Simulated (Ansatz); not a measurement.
Se (begun as A7 type, now sc), DFT, PBE, PAW with Ansatz's default frozen-core files, scalar-relativistic (Ansatz 0.2.0), on 1 thread of Arm Neoverse V1 (shared host).

Command: `ansatz run input.yaml --threads 1 --pin off --max-ram 2048MiB --backend cpu --events-out ev --progress --plain --runs-dir out`

```yaml
crystal:
  lattice:
    - [1.7766107764, -1.02572671, 2.9038984747]
    - [0.0, 2.05145342, 2.9038984747]
    - [-1.7766107764, -1.02572671, 2.9038984747]
  atoms:
    - { symbol: Se, position: [0.25, 0.25, 0.25] }
    - { symbol: Se, position: [-0.25, -0.25, -0.25] }
kpoints:
  mp_grid: { grid: [13, 13, 13] }
  band_path:
    path:
      - [0.0, 0.0, 0.0]
      - [1.0, 1.0, 1.0]
      - [1.0006207668, 1.0, 0.9993792332]
      - [0.9993792332, 0.0006207668, 0.0]
      - [0.5, 0.5, 0.0]
      - [0.0, 0.0, 0.0]
      - [0.4996896166, 0.0, -0.4996896166]
      - [1.0, 0.5003103834, 0.4996896166]
      - [1.0, 0.5, 0.5]
    npoints: 8
scf:
  occupations: { method: fermi_dirac, width: 0.08 }
hamiltonian:
  xc: pbe
  pseudopotentials: { kind: paw }
output:
  forces: true
  stress: true
  eigenvalues: true
  populations: true
  dos: { projected: true, de: 0.2, e_range: [-14, 8] }
```

(1) How large is the problem that the program sets up?

(2) About how long does it take?

Results:

(1) 231 irreducible k-points, 609 plane waves at Γ, 20 bands.

(2) 9.1 s of wall time for 7 SCF iterations. Times on shared machines scatter by tens of per cent.
